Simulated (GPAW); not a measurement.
# Zn: relaxation of cell and atoms with PBEsol

The system is Zn.

```
CELL_PARAMETERS angstrom
2.67000 0.00000 0.00000
-1.33500 2.31229 0.00000
0.00000 0.00000 4.96600
ATOMIC_POSITIONS crystal
Zn 0.66667 0.33333 0.75000
Zn 0.33333 0.66667 0.25000
```

* Program: GPAW 26.7.0
* Task: relaxation of cell and atoms
* Functional: PBEsol
* Potentials or basis: PAW data sets generated in the run's folder for this functional
* Cutoff: 600 eV
* Basis: pw
* k mesh: 8 × 8 × 4
* Occupations: fermi-dirac, width 0.05 eV
* Spin: no spin polarisation
* Target pressure: 30 GPa
* Maxiter: 150
* Optimizer: BFGS
* Fmax: 0.02 eV/Å
* Max steps: 60
* Target pressure: 30 GPa
* Convergence: density=1e-05 forces=0.0001

| Property | Result |
| --- | --- |
| Relaxed volume | 11.48 Å³/atom |
| Relaxed cell | a = 2.512 Å, b = 2.512 Å, c = 4.200 Å, α = 90.00°, β = 90.00°, γ = 120.00° |
| Space group after relaxing (to 0.05 Å) | P6_3/mmc (No. 194) |
| Energy change on relaxing (the enthalpy is what falls) | +139.2 meV/atom |
| Ionic steps | 8 |
| Pressure after relaxing | 30.0 GPa |
| Band gap on the k mesh | none (metal or under the smearing width) |

The path:
```csv
step,energy change (eV),largest force (eV/Å),pressure (GPa),volume (Å³)
1,0.0000,0.0000,-5.70,30.66
2,-0.0430,0.0000,-0.20,28.50
3,0.6264,0.0000,44.33,21.93
4,0.2989,0.0000,28.54,23.30
5,0.2808,0.0000,28.58,23.24
6,0.2933,0.0000,30.69,22.88
7,0.2836,0.0000,30.25,22.93
8,0.2783,0.0000,29.99,22.96
```

Final structure:
```cif
data_structure
_symmetry_space_group_name_H-M 'P 1'
_symmetry_Int_Tables_number 1
_cell_length_a 2.5122
_cell_length_b 2.5122
_cell_length_c 4.2005
_cell_angle_alpha 90.000
_cell_angle_beta 90.000
_cell_angle_gamma 120.000
_cell_volume 22.96
loop_
_atom_site_label
_atom_site_type_symbol
_atom_site_fract_x
_atom_site_fract_y
_atom_site_fract_z
_atom_site_occupancy
Zn1 Zn 0.66667 0.33333 0.75000 1
Zn2 Zn 0.33333 0.66667 0.25000 1
```

Levels at points of the mesh, in eV from the Fermi level:
| k point | band 8 | band 9 | band 10 | band 11 | band 12 | band 13 | band 14 | band 15 | band 16 | band 17 |
| --- | --- | --- | --- | --- | --- | --- | --- | --- | --- | --- |
| (0.00, 0.00, 0.00) | -8.51 | -8.51 | -7.97 | -7.97 | -4.92 | -1.64 | 18.39 | 18.39 | 19.08 | 20.11 |
| (0.00, 0.00, 0.50) | -8.94 | -8.15 | -8.15 | -8.15 | -8.15 | 7.72 | 7.72 | 19.86 | 19.86 | 20.34 |
| (0.50, 0.50, 0.00) | -7.89 | -7.85 | -7.78 | -4.58 | -3.25 | 3.60 | 3.82 | 6.33 | 6.36 | 9.77 |
| (0.50, 0.50, 0.50) | -8.00 | -7.81 | -7.81 | -3.44 | -3.44 | 0.06 | 0.06 | 12.55 | 12.55 | 13.54 |

Run time: 2.3 min on 1 thread of Intel(R) Xeon(R) Processor @ 2.50GHz (Skylake/Cascade Lake) (shared host), peak memory 0.23 GiB.

Caveat: later steps reuse the first step's grids; the volume moved by over 15 % at a fixed basis, so the end points are rough.
